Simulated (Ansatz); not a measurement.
# WS2 in Ansatz: reference runs, part 2 of 2

Ansatz 0.2.0. The steps go on from the part before.

## 3. Single point, PBE (atoms moved at random, drawn with an rms of 0.05 Å)

Input file input.yaml:

```yaml
crystal:
  lattice:
    - [3.1829541699, 0.0, 0.0]
    - [-1.591477085, 2.7565191702, 0.0]
    - [0.0, 0.0, 28.53221786]
  atoms:
    - { symbol: W, position: [0.675474, 0.334185, 0.432876] }
    - { symbol: W, position: [0.667679, 0.331313, 0.884248] }
    - { symbol: W, position: [0.013872, 0.001937, 0.65835] }
    - { symbol: S, position: [0.648014, 0.324116, 0.606196] }
    - { symbol: S, position: [0.010908, 0.001019, 0.37905] }
    - { symbol: S, position: [0.00994, 0.014862, 0.829915] }
    - { symbol: S, position: [0.667162, 0.329541, 0.713902] }
    - { symbol: S, position: [-0.000388, 0.020692, 0.48802] }
    - { symbol: S, position: [0.018717, -0.00549, 0.939404] }
kpoints:
  mp_grid: { grid: [10, 10, 1] }
scf:
  occupations: { method: fermi_dirac, width: 0.05 }
hamiltonian:
  xc: pbe
  pseudopotentials: { kind: all_electron, lapw: { basis_error: 0.001 } }
output:
  forces: true
  stress: true
  eigenvalues: true
  populations: true
```

Potentials or basis: all-electron LAPW, scalar-relativistic.

The run is started by

```bash
> ansatz run input.yaml --threads 8 --pin off --max-ram 24576MiB --backend cpu --events-out ev --progress --plain --runs-dir out
```

Standard output:

```text
Warning: RAYON_NUM_THREADS=8 ignored (pool sized by the plan → 8); use --threads N
W: projections on atomic orbitals take those of the free atom 1s2 2s2 2p6 3s2 3p6 3d10 4s2 4p6 4d10 4f14 5s2 5p6 5d4 6s2, of charge +0.00 (hamiltonian.pseudopotentials.projection_atoms)
S: projections on atomic orbitals take those of the free atom 1s2 2s2 2p6 3s2 3p4, of charge +0.00 (hamiltonian.pseudopotentials.projection_atoms)
LAPW: plane waves up to 9.209 Å⁻¹, error target 1.0e-3 eV per atom; small_component_spin mean_spin; S in spheres of 0.987 Å, 14 of its electrons in bands, Dirac shells []; W in spheres of 1.309 Å, 44 of its electrons in bands, Dirac shells [] (how accurate: hamiltonian.pseudopotentials.lapw.basis_error, Limitations)
Engine: ansatz 0.2.0, x86_64-unknown-linux-gnu
Pseudopotentials: kind: all_electron
Pseudopotential: W, LAPW, valence charge 44, lapw/all_electron/scalar/gaussian/W, Koelling and Harmon's equation, gaussian nucleus
Pseudopotential: S, LAPW, valence charge 14, lapw/all_electron/scalar/gaussian/S, Koelling and Harmon's equation, gaussian nucleus
Functional definition: PBE
  parameter kappa = 0.804
  parameter beta = 0.06672455060314922
  exchange = pbe_x(kappa = kappa, mu = beta*pi^2/3)
  correlation = pbe_c(beta = beta)
Crystal: 9 atoms, lattice volume = 250.338 Å³
[... 58 lines left out ...]
        0.390041       1.185126      -0.270644
       -0.555732      -0.270644       3.314809
  P = ⅓ Tr σ = 2.1271 GPa (21.271 kbar)
--- Band table (eV; the first three rows and the last of 52) ---
  k-point 0: bands = ["-411.3721", "-411.3648", "-411.3630", "-411.3248", "-411.3223", "-411.3154", "-411.2952", "-411.2930", "-411.2856", "-226.4348", "-226.4312", "-226.4219", "-226.4201", "-226.4100", "-226.3897", "-226.3833", "-226.3790", "-226.3735", "-226.3638", "-226.3598", "-226.3554", "-226.3471", "-226.3442", "-226.3346", "-198.7922", "-198.7870", "-198.7843", "-198.7743", "-198.7256", "-198.7196", "-143.5835", "-143.5805", "-143.5792", "-143.5761", "-143.5756", "-143.5729", "-143.5647", "-143.5634", "-143.5359", "-143.5320", "-143.5315", "-143.5165", "-143.5153", "-143.5114", "-143.5091", "-143.5083", "-143.4708", "-143.4607", "-67.3168", "-67.2860", "-67.2453", "-31.6072", "-31.5911", "-31.5392", "-31.4575", "-31.4514", "-31.4510", "-31.4336", "-31.3912", "-31.3846", "-21.6065", "-21.6039", "-21.5959", "-21.5836", "-21.5798", "-21.5787", "-21.5776", "-21.5631", "-21.5606", "-21.5545", "-21.5408", "-21.5365", "-21.5352", "-21.5338", "-21.5314", "-21.5304", "-21.5208", "-21.5084", "-21.5052", "-21.5043", "-21.5026", "-8.2810", "-8.1559", "-8.1197", "-6.5689", "-6.4625", "-6.3885", "-0.0014", "0.2733", "0.4840", "3.4758", "3.5766", "3.6723", "3.6958", "3.7664", "3.7722", "4.0410", "4.5464", "4.6208", "4.8076", "4.8372", "5.1300", "5.1745", "5.1977", "5.2047", "6.4642", "6.7908", "7.1489", "9.1397", "9.2638", "9.3139", "9.4511", "9.6122", "9.6438", "9.6602", "9.7702", "9.8313", "9.9074", "9.9374", "9.9943", "11.6955", "11.8304", "11.9721", "12.1661", "12.3743", "13.6863", "15.1351", "15.1789", "15.2891", "15.3366"]
  k-point 1: bands = ["-411.3721", "-411.3648", "-411.3630", "-411.3248", "-411.3223", "-411.3154", "-411.2952", "-411.2930", "-411.2856", "-226.4348", "-226.4312", "-226.4219", "-226.4201", "-226.4100", "-226.3897", "-226.3833", "-226.3790", "-226.3735", "-226.3638", "-226.3598", "-226.3554", "-226.3471", "-226.3442", "-226.3346", "-198.7922", "-198.7870", "-198.7843", "-198.7743", "-198.7256", "-198.7196", "-143.5835", "-143.5805", "-143.5792", "-143.5761", "-143.5756", "-143.5729", "-143.5647", "-143.5634", "-143.5359", "-143.5320", "-143.5315", "-143.5165", "-143.5153", "-143.5114", "-143.5091", "-143.5083", "-143.4708", "-143.4607", "-67.3152", "-67.2844", "-67.2437", "-31.6013", "-31.5851", "-31.5333", "-31.4853", "-31.4756", "-31.4637", "-31.4497", "-31.4185", "-31.3977", "-21.6063", "-21.6036", "-21.5951", "-21.5841", "-21.5800", "-21.5798", "-21.5772", "-21.5630", "-21.5602", "-21.5536", "-21.5413", "-21.5377", "-21.5353", "-21.5335", "-21.5314", "-21.5299", "-21.5200", "-21.5089", "-21.5058", "-21.5050", "-21.5023", "-8.1171", "-7.9932", "-7.9569", "-6.5065", "-6.4027", "-6.3325", "0.1886", "0.4635", "0.6739", "3.1008", "3.2924", "3.2967", "3.6026", "3.7598", "3.8896", "3.9264", "4.0806", "4.2496", "4.5892", "4.6528", "4.6789", "5.1587", "5.3021", "5.5550", "6.4251", "6.6669", "6.9299", "9.1008", "9.2226", "9.2354", "9.3533", "9.3684", "9.4724", "9.5482", "9.6452", "9.7088", "9.9602", "10.0281", "10.1516", "12.0337", "12.2723", "12.6500", "12.8032", "12.8725", "13.9017", "15.2604", "15.4516", "15.7329", "15.8111"]
  k-point 2: bands = ["-411.3721", "-411.3648", "-411.3630", "-411.3248", "-411.3223", "-411.3154", "-411.2952", "-411.2930", "-411.2856", "-226.4348", "-226.4312", "-226.4219", "-226.4201", "-226.4100", "-226.3897", "-226.3833", "-226.3790", "-226.3735", "-226.3638", "-226.3598", "-226.3554", "-226.3471", "-226.3442", "-226.3346", "-198.7922", "-198.7870", "-198.7843", "-198.7743", "-198.7256", "-198.7196", "-143.5835", "-143.5805", "-143.5792", "-143.5761", "-143.5756", "-143.5729", "-143.5647", "-143.5634", "-143.5359", "-143.5320", "-143.5315", "-143.5165", "-143.5153", "-143.5114", "-143.5091", "-143.5083", "-143.4708", "-143.4607", "-67.3110", "-67.2801", "-67.2395", "-31.5860", "-31.5710", "-31.5693", "-31.5578", "-31.5180", "-31.5028", "-31.4837", "-31.4719", "-31.4177", "-21.6061", "-21.6027", "-21.5928", "-21.5856", "-21.5827", "-21.5802", "-21.5762", "-21.5630", "-21.5590", "-21.5512", "-21.5427", "-21.5407", "-21.5356", "-21.5324", "-21.5316", "-21.5285", "-21.5177", "-21.5103", "-21.5089", "-21.5053", "-21.5013", "-7.6628", "-7.5417", "-7.5056", "-6.3332", "-6.2378", "-6.1769", "0.6634", "0.9322", "1.1285", "2.2831", "2.4447", "2.4626", "3.0034", "3.2463", "3.3538", "3.9123", "4.0958", "4.1215", "4.3312", "4.3691", "4.3784", "4.9664", "5.1788", "5.4215", "6.1214", "6.1851", "6.2872", "8.7831", "9.0072", "9.1614", "9.1957", "9.2540", "9.3516", "9.5567", "9.6122", "9.7111", "10.5136", "10.5979", "10.6871", "12.6252", "12.8799", "13.8025", "14.0526", "14.1031", "14.6027", "15.4349", "15.4569", "15.6433", "15.7602"]
  k-point 51: bands = ["-411.3721", "-411.3648", "-411.3630", "-411.3248", "-411.3223", "-411.3154", "-411.2952", "-411.2930", "-411.2856", "-226.4348", "-226.4312", "-226.4219", "-226.4201", "-226.4100", "-226.3897", "-226.3833", "-226.3790", "-226.3735", "-226.3638", "-226.3598", "-226.3554", "-226.3471", "-226.3442", "-226.3346", "-198.7922", "-198.7870", "-198.7843", "-198.7743", "-198.7256", "-198.7196", "-143.5835", "-143.5805", "-143.5792", "-143.5761", "-143.5756", "-143.5729", "-143.5647", "-143.5634", "-143.5359", "-143.5320", "-143.5315", "-143.5165", "-143.5153", "-143.5114", "-143.5091", "-143.5083", "-143.4708", "-143.4607", "-67.3000", "-67.2690", "-67.2284", "-31.7855", "-31.7739", "-31.7280", "-31.5455", "-31.5341", "-31.5324", "-31.5230", "-31.4758", "-31.4642", "-21.6066", "-21.6003", "-21.5917", "-21.5883", "-21.5864", "-21.5799", "-21.5732", "-21.5639", "-21.5555", "-21.5495", "-21.5462", "-21.5445", "-21.5357", "-21.5311", "-21.5294", "-21.5270", "-21.5174", "-21.5136", "-21.5090", "-21.5078", "-21.4976", "-6.2138", "-6.0652", "-5.9704", "-5.7635", "-5.7529", "-5.7265", "0.0521", "0.1400", "0.1769", "1.3740", "1.4564", "1.5795", "1.9907", "2.2154", "2.3337", "2.9726", "3.1512", "3.2733", "4.4839", "4.5150", "4.6379", "5.1805", "5.2923", "5.3974", "5.7118", "5.7762", "5.8890", "9.4584", "9.4782", "9.4888", "9.8763", "9.9541", "10.0110", "10.3892", "10.6562", "10.9199", "11.3803", "11.4378", "11.6009", "11.6799", "11.8093", "11.8894", "13.9710", "14.1725", "14.5054", "14.5539", "14.8324", "15.3268", "15.6303"]
--- Löwdin populations: 9 sites ---
  site symbol       q [e]
     0      W     73.5206
     1      W     73.5171
     2      W     73.5323
     3      S     16.0998
     4      S     16.1167
     5      S     16.1217
     6      S     16.1314
     7      S     16.1283
     8      S     16.1264
  spilling = 0.002220 (of n_electrons = 318.000000)
```

Wall time 2.8 min (8 threads of Intel Xeon Platinum 8488C (Sapphire Rapids), shared host); peak memory 3.6 GiB.

Results:

```yaml
Free_energy: -1382789.9334 eV
Largest_force: 2.344 eV/Å
Band_gap_on_the_k_mesh: 1.36 eV, indirect (least direct gap 1.98 eV)
```

Forces in eV/Å, atoms in the order of the input:
```
W   -0.593  0.577  0.520
W    0.637  0.411  0.379
W   -1.442 -0.580  1.755
S    1.097  0.432 -1.690
S   -0.059 -0.024 -0.685
S   -0.030 -0.467 -0.385
S    0.343  0.153 -0.075
S    0.652 -0.555  0.104
S   -0.605  0.055  0.076
```

Stress tensor (GPa, compression positive):
```
 1.88  0.39 -0.56
 0.39  1.19 -0.27
-0.56 -0.27  3.31
```

Caveat: spin-orbit coupling is left out, which moves the levels of the heavy elements.
